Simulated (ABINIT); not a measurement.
# Rh (Fm-3m) in ABINIT: equation of state with r2SCAN

Aim: the equation of state of Rh with r2SCAN.

Everything below comes from runs of ABINIT 10.8.3 (patched build). Logs are shortened: lines on timing, memory, paths and dates and some standing lists are left out, and cuts for length are marked. The log counts tension as positive stress, the text compression.

**Experimental background.**

From “Thermal equation of state of rhodium characterized by XRD in a resistively heated diamond anvil cell”, 2024, pmc:11535440, for a bulk crystal of Rh: bulk modulus 264 ± 1 GPa.

The runs below are set against these values where they give the same quantity.

### 1 The structure

The structure is cubic, space group Fm-3m (No. 225). Conventional cell: a = 3.796 Å, b = 3.796 Å, c = 3.796 Å, α = 90.00°, β = 90.00°, γ = 90.00°. Rh (site symmetry m-3m) is surrounded by 12 Rh at 2.68 Å.

### 2 Equation of state, r2SCAN

Contents of run.abi:

```
# Datasets: one volume each
ndtset 7
getwfk -1
scalecart1 3*0.9795861087
scalecart2 3*0.9864848297
scalecart3 3*0.9932883884
scalecart4 3*1.0000000000
scalecart5 3*1.0066227096
scalecart6 3*1.0131594038
scalecart7 3*1.0196128224

# Pseudopotentials
pp_dirpath "./"
pseudos "Rh.GGA_PBE-JTH.xml"

# Structure
acell 3*1.0 Angstrom
rprim
     0.0000000000     1.8978500000     1.8978500000
     1.8978500000     0.0000000000     1.8978500000
     1.8978500000     1.8978500000     0.0000000000
ntypat 1
znucl 45
natom 1
typat 1
xred
     0.0000000000     0.0000000000     0.0000000000

# Plane-wave basis
ecut 19.0
pawecutdg 38.0

# k points
kptopt 1
ngkpt 12 12 12
nshiftk 1
shiftk 0.0 0.0 0.0

# Exchange and correlation
ixc -497498
usekden 1
pawxcdev 0

# Bands and occupations
nband 13
occopt 3
tsmear 0.00183747

# SCF cycle
nstep 100
tolvrs 1.0e-7

# Output
iomode 3
prtwf 1
prtden 0
prteig 0
prtebands 0
enunit 1
```

Potentials or basis: JTH PAW PBE v2.0.

Started as:

```console
> abinit run.abi > log 2>&1
```

run.abo:

```text
.Version 10.8.3 of ABINIT
 DATASET    1 : space group Fm -3 m (#225); Bravais cF (face-center cubic)
================================================================================
 Values of the parameters that define the memory need for DATASET  1.
     intxc =       0    ionmov =       0      iscf =      17    lmnmax =      18
     lnmax =       6     mgfft =      20  mpssoang =       3    mqgrid =    3001
     natom =       1  nloc_mem =       2    nspden =       1   nspinor =       1
    nsppol =       1      nsym =      48    n1xccc =       1    ntypat =       1
    occopt =       3   xclevel =       2
       mpw =         360          nfft =        8000          nkpt =          72
 PAW method is used; the additional fine FFT grid is defined by:
   mgfftf=        30    nfftf =     27000
================================================================================
================================================================================
[... 71 lines left out ...]
 DATASET    7 : space group Fm -3 m (#225); Bravais cF (face-center cubic)
================================================================================
 Values of the parameters that define the memory need for DATASET  7.
     intxc =       0    ionmov =       0      iscf =      17    lmnmax =      18
     lnmax =       6     mgfft =      24  mpssoang =       3    mqgrid =    3001
     natom =       1  nloc_mem =       2    nspden =       1   nspinor =       1
    nsppol =       1      nsym =      48    n1xccc =       1    ntypat =       1
    occopt =       3   xclevel =       2
       mpw =         397          nfft =       13824          nkpt =          72
 PAW method is used; the additional fine FFT grid is defined by:
   mgfftf=        30    nfftf =     27000
================================================================================
================================================================================

--------------------------------------------------------------------------------
------------- Echo of variables that govern the present computation ------------
--------------------------------------------------------------------------------
 -outvars: echo values of preprocessed input variables --------
            acell      1.8897261259E+00  1.8897261259E+00  1.8897261259E+00 Bohr
              amu      1.02905500E+02
             ecut      1.90000000E+01 Hartree
           enunit           1
           getwfk          -1
                       outvar_i_n : Printing only first  50 k-points.
              ixc     -497498
           jdtset        1    2    3    4    5    6    7
                       outvar_i_n : Printing only first  50 k-points.
         kptrlatt       12    0    0      0   12    0      0    0   12
          kptrlen1     5.96210490E+01
          kptrlen2     6.00409294E+01
          kptrlen3     6.04550179E+01
          kptrlen4     6.08635101E+01
          kptrlen5     6.12665915E+01
          kptrlen6     6.16644376E+01
          kptrlen7     6.20572153E+01
            natom           1
            nband          13
           ndtset           7
            ngfft1         20      20      20
            ngfft2         20      20      20
            ngfft3         20      20      20
            ngfft4         20      20      20
            ngfft5         24      24      24
            ngfft6         24      24      24
            ngfft7         24      24      24
          ngfftdg          30      30      30
             nkpt          72
            nstep         100
             nsym          48
           ntypat           1
                       prtocc : prtvol=0, do not print more k-points.
           occopt           3
        pawecutdg      3.80000000E+01 Hartree
         pawxcdev           0
           prtden           0
        prtebands           0
           prteig           0
          prtkden           1
            rprim1     0.0000000000E+00  1.8591074964E+00  1.8591074964E+00
                       1.8591074964E+00  0.0000000000E+00  1.8591074964E+00
                       1.8591074964E+00  1.8591074964E+00  0.0000000000E+00
            rprim2     0.0000000000E+00  1.8722002340E+00  1.8722002340E+00
                       1.8722002340E+00  0.0000000000E+00  1.8722002340E+00
                       1.8722002340E+00  1.8722002340E+00  0.0000000000E+00
            rprim3     0.0000000000E+00  1.8851123679E+00  1.8851123679E+00
                       1.8851123679E+00  0.0000000000E+00  1.8851123679E+00
                       1.8851123679E+00  1.8851123679E+00  0.0000000000E+00
            rprim4     0.0000000000E+00  1.8978500000E+00  1.8978500000E+00
                       1.8978500000E+00  0.0000000000E+00  1.8978500000E+00
                       1.8978500000E+00  1.8978500000E+00  0.0000000000E+00
            rprim5     0.0000000000E+00  1.9104189094E+00  1.9104189094E+00
                       1.9104189094E+00  0.0000000000E+00  1.9104189094E+00
                       1.9104189094E+00  1.9104189094E+00  0.0000000000E+00
            rprim6     0.0000000000E+00  1.9228245745E+00  1.9228245745E+00
                       1.9228245745E+00  0.0000000000E+00  1.9228245745E+00
                       1.9228245745E+00  1.9228245745E+00  0.0000000000E+00
            rprim7     0.0000000000E+00  1.9350721950E+00  1.9350721950E+00
                       1.9350721950E+00  0.0000000000E+00  1.9350721950E+00
                       1.9350721950E+00  1.9350721950E+00  0.0000000000E+00
          spgroup         225
           tolvrs      1.00000000E-07
           tsmear      1.83747000E-03 Hartree
            typat      1
          usekden           1
           useylm           1
                       outvars : Printing only first  50 k-points.
            znucl       45.00000

================================================================================

 chkinp: Checking input parameters for consistency, jdtset=   1.

 chkinp: Checking input parameters for consistency, jdtset=   2.
[... 36 lines left out ...]
 getcut: wavevector=  0.0000  0.0000  0.0000  ngfft=  30  30  30
         ecut(hartree)=     38.000   => boxcut(ratio)=   2.17835

--- Pseudopotential description ------------------------------------------------
- pspini: atom type   1  psp file is ./Rh.GGA_PBE-JTH.xml
 Pseudopotential format is: paw10
 basis_size (lnmax)=  6 (lmn_size= 18), orbitals=   0   0   1   1   2   2
 Spheres core radius: rc_sph= 2.21251062
 Shapefunction is SIN type: shapef(r)=[sin(pi*r/rshp)/(pi*r/rshp)]**2
 Radius for shape functions =  2.00372819
 Compensation charge density is not taken into account in XC energy/potential

   3.74318991E+02                                ecore*ucvol(ha*bohr**3)
--------------------------------------------------------------------------------

================================================================================

--- !BeginCycle
iteration_state: {dtset: 1, }
solver: {iscf: 17, nstep: 100, nline: 4, wfoptalg: 10, }
tolerances: {tolvrs: 1.00E-07, }
...
[... 689 lines left out ...]
 getcut: wavevector=  0.0000  0.0000  0.0000  ngfft=  24  24  24
         ecut(hartree)=     19.000   => boxcut(ratio)=   2.39567

 getcut : COMMENT -
  Note that boxcut > 2.2 ; recall that boxcut=Gcut(box)/Gcut(sphere) = 2
  is sufficient for exact treatment of convolution.
  Such a large boxcut is a waste : you could raise ecut
  e.g. ecut=   27.261346 Hartrees makes boxcut=2

 Fine grid specifications (used for densities):

 getcut: wavevector=  0.0000  0.0000  0.0000  ngfft=  30  30  30
         ecut(hartree)=     38.000   => boxcut(ratio)=   2.11984
--------------------------------------------------------------------------------
[... 168 lines left out ...]
 getcut: wavevector=  0.0000  0.0000  0.0000  ngfft=  24  24  24
         ecut(hartree)=     19.000   => boxcut(ratio)=   2.38021

 getcut : COMMENT -
  Note that boxcut > 2.2 ; recall that boxcut=Gcut(box)/Gcut(sphere) = 2
  is sufficient for exact treatment of convolution.
  Such a large boxcut is a waste : you could raise ecut
  e.g. ecut=   26.910712 Hartrees makes boxcut=2

 Fine grid specifications (used for densities):

 getcut: wavevector=  0.0000  0.0000  0.0000  ngfft=  30  30  30
         ecut(hartree)=     38.000   => boxcut(ratio)=   2.10617
--------------------------------------------------------------------------------
[... 168 lines left out ...]
 getcut: wavevector=  0.0000  0.0000  0.0000  ngfft=  24  24  24
         ecut(hartree)=     19.000   => boxcut(ratio)=   2.36515

 getcut : COMMENT -
  Note that boxcut > 2.2 ; recall that boxcut=Gcut(box)/Gcut(sphere) = 2
  is sufficient for exact treatment of convolution.
  Such a large boxcut is a waste : you could raise ecut
  e.g. ecut=   26.571139 Hartrees makes boxcut=2

 Fine grid specifications (used for densities):

 getcut: wavevector=  0.0000  0.0000  0.0000  ngfft=  30  30  30
         ecut(hartree)=     38.000   => boxcut(ratio)=   2.09284
--------------------------------------------------------------------------------
[... 141 lines left out ...]
-Cartesian components of stress tensor (GPa)         [Pressure= -1.3089E+01 GPa]
- sigma(1 1)=  1.30885247E+01  sigma(3 2)=  0.00000000E+00
- sigma(2 2)=  1.30885247E+01  sigma(3 1)=  0.00000000E+00
- sigma(3 3)=  1.30885247E+01  sigma(2 1)=  0.00000000E+00

== END DATASET(S) ==============================================================
================================================================================

 -outvars: echo values of variables after computation  --------
            acell      1.8897261259E+00  1.8897261259E+00  1.8897261259E+00 Bohr
           etotal1    -9.5582117866E+01
           etotal2    -9.5583305704E+01
           etotal3    -9.5584032909E+01
           etotal4    -9.5584349875E+01
           etotal5    -9.5584292017E+01
           etotal6    -9.5583902298E+01
           etotal7    -9.5583222312E+01
            fcart1    -0.0000000000E+00 -0.0000000000E+00 -0.0000000000E+00
            fcart2    -0.0000000000E+00 -0.0000000000E+00 -0.0000000000E+00
            fcart3    -0.0000000000E+00 -0.0000000000E+00 -0.0000000000E+00
            fcart4    -0.0000000000E+00 -0.0000000000E+00 -0.0000000000E+00
            fcart5    -0.0000000000E+00 -0.0000000000E+00 -0.0000000000E+00
            fcart6    -0.0000000000E+00 -0.0000000000E+00 -0.0000000000E+00
            fcart7    -0.0000000000E+00 -0.0000000000E+00 -0.0000000000E+00
            rprim1     0.0000000000E+00  1.8591074964E+00  1.8591074964E+00
                       1.8591074964E+00  0.0000000000E+00  1.8591074964E+00
                       1.8591074964E+00  1.8591074964E+00  0.0000000000E+00
[... 17 lines left out ...]
                       1.9350721950E+00  1.9350721950E+00  0.0000000000E+00
           strten1    -7.7606276556E-04 -7.7606276556E-04 -7.7606276556E-04
                       0.0000000000E+00  0.0000000000E+00  0.0000000000E+00
           strten2    -5.0858499162E-04 -5.0858499162E-04 -5.0858499162E-04
                       0.0000000000E+00  0.0000000000E+00  0.0000000000E+00
           strten3    -2.7527956804E-04 -2.7527956804E-04 -2.7527956804E-04
                       0.0000000000E+00  0.0000000000E+00  0.0000000000E+00
           strten4    -6.2986608947E-05 -6.2986608947E-05 -6.2986608947E-05
                       0.0000000000E+00  0.0000000000E+00  0.0000000000E+00
           strten5     1.2928957499E-04  1.2928957499E-04  1.2928957499E-04
                       0.0000000000E+00  0.0000000000E+00  0.0000000000E+00
           strten6     2.9713586149E-04  2.9713586149E-04  2.9713586149E-04
                       0.0000000000E+00  0.0000000000E+00  0.0000000000E+00
           strten7     4.4486991375E-04  4.4486991375E-04  4.4486991375E-04
                       0.0000000000E+00  0.0000000000E+00  0.0000000000E+00
 Calculation completed.
```

Wall time 1.8 min (1 thread of AMD EPYC 9R45 (Zen 5), shared host); peak memory 0.14 GiB.

What came out:

- Equilibrium volume: 13.76 Å³/atom
- Bulk modulus: 286 GPa
- Pressure derivative of the bulk modulus: 4.6

Energy against volume, from the lowest point:
```
volume (Å³/atom)  energy (meV/atom)
          12.851              60.74
          13.125              28.41
          13.398               8.63
          13.671               0.00
          13.945               1.57
          14.218              12.18
          14.492              30.68
```

Caveat: pressures at fixed basis lie under the slope of the energies; the PAW data sets were made with another functional, which shifts forces and pressure a little.

### 3 How close it comes

Step 2. A measured bulk modulus of Rh is 264 GPa (quoted in “Thermal equation of state of rhodium characterized by XRD in a resistively heated diamond anvil cell”, 2024, pmc:11535440); the calculated 286 GPa misses it by +8.2 %. The fit is for a static lattice scaled at fixed shape and fixed fractional positions.
